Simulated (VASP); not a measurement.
# C: relaxation of cell and atoms with rSCAN

The system is C.

```
CELL_PARAMETERS angstrom
0.00000 1.78337 1.78337
1.78337 0.00000 1.78337
1.78337 1.78337 0.00000
ATOMIC_POSITIONS crystal
C 0.75000 0.75000 0.75000
C 0.50000 0.50000 0.50000
```

This isn't the form of C at room conditions, which is graphite.

- Program: VASP 6.6.1
- Task: relaxation of cell and atoms
- Functional: rSCAN
- Potentials or basis: VASP PAW PBE potentials, release 64 (C)
- Cutoff: 600 eV
- k mesh: 13 × 13 × 13
- Occupations: fermi-dirac, width 0.05 eV
- Spin: no spin polarisation
- Further INCAR settings: ALGO = Normal; EDIFF = 1e-06; IBRION = 2; EDIFFG = -0.02; NSW = 60; ISIF = 3

| Item | Value |
| --- | --- |
| Relaxed volume | 5.62 Å³/atom |
| Relaxed cell | a = 2.514 Å, b = 2.514 Å, c = 2.514 Å, α = 60.00°, β = 60.00°, γ = 60.00° |
| Space group after relaxing (to 0.05 Å) | Fd-3m (No. 227) |
| Energy gained by relaxing | 0.7 meV/atom |
| Ionic steps | 3 |
| Pressure after relaxing | 0.0 GPa |
| Band gap on the k mesh | 4.39 eV, indirect (least direct gap 5.86 eV) |

The path:
```tsv
step	energy change (eV)	largest force (eV/Å)	pressure (GPa)	volume (Å³)
1	0.0000	0.0000	-4.18	11.34
2	0.0010	0.0000	5.62	11.10
3	-0.0014	0.0000	0.00	11.24
```

Final structure:
```
CELL_PARAMETERS angstrom
0.00000 1.77782 1.77782
1.77782 0.00000 1.77782
1.77782 1.77782 0.00000
ATOMIC_POSITIONS crystal
C 0.75000 0.75000 0.75000
C 0.50000 0.50000 0.50000
```

Levels at points of the mesh, in eV from the valence-band top:
| k point | band 1 | band 2 | band 3 | band 4 | band 5 | band 6 | band 7 | band 8 |
| --- | --- | --- | --- | --- | --- | --- | --- | --- |
| (0.00, 0.00, 0.00) | -22.77 | 0.00 | 0.00 | 0.00 | 5.86 | 5.86 | 5.86 | 14.04 |

Wall time 90 s on 1 thread of Intel(R) Xeon(R) Platinum 8488C (Sapphire Rapids), with other jobs on the host, peak memory 0.12 GiB.

The cell as given is a measured one (5.67 Å³/atom); rSCAN puts the equilibrium volume -0.9 % from it, thermal expansion not counted.

Caveat: the PAW data sets were made with another functional, which shifts forces and pressure a little; an odd mesh through Γ misses points on the zone boundary, where band edges often lie.
